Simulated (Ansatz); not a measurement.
Crystal: Cs2AgBiBr6.

```
CELL_PARAMETERS angstrom
0.00000 5.61610 5.61610
5.61610 0.00000 5.61610
5.61610 5.61610 0.00000
ATOMIC_POSITIONS crystal
Bi 0.00000 0.00000 0.00000
Cs 0.75000 0.75000 0.75000
Cs 0.25000 0.25000 0.25000
Ag 0.50000 0.50000 0.50000
Br 0.74945 0.74945 0.25055
Br 0.25055 0.25055 0.74945
Br 0.74945 0.25055 0.25055
Br 0.74945 0.25055 0.74945
Br 0.25055 0.74945 0.74945
Br 0.25055 0.74945 0.25055
```

Base run:

- Program: Ansatz 0.2.0
- Functional: r2SCAN
- Potentials or basis: Ansatz PAW
- Cutoff: 500 eV (not typed: the program's choice for these potentials)
- k mesh: 4 × 4 × 4
- Occupations: fermi-dirac, width 0.05 eV
- Spin: no spin polarisation

Its results: band gap on the k mesh 1.67 eV, indirect (least direct gap 2.85 eV); pressure 1.0 GPa; largest force 0.241 eV/Å.

The run is repeated on the same cell with these changes: functional from r2SCAN to revPBE; cutoff from 500 eV (not typed: the program's choice for these potentials) to 420 eV (not typed: the program's choice for these potentials). What comes out?

Band gap on the k mesh 1.32 eV, indirect (least direct gap 2.51 eV); pressure 3.1 GPa; largest force 0.259 eV/Å.

r2SCAN gives the wider gap, since meta-GGAs in the generalised Kohn-Sham scheme recover part of the derivative discontinuity.

Caveats: spin-orbit coupling is left out, which as a rule narrows the gap of such compounds by several tenths of an eV; the PAW data sets come from PBE, with cores solved anew for the run's functional, which leaves a small shift of forces and pressure.
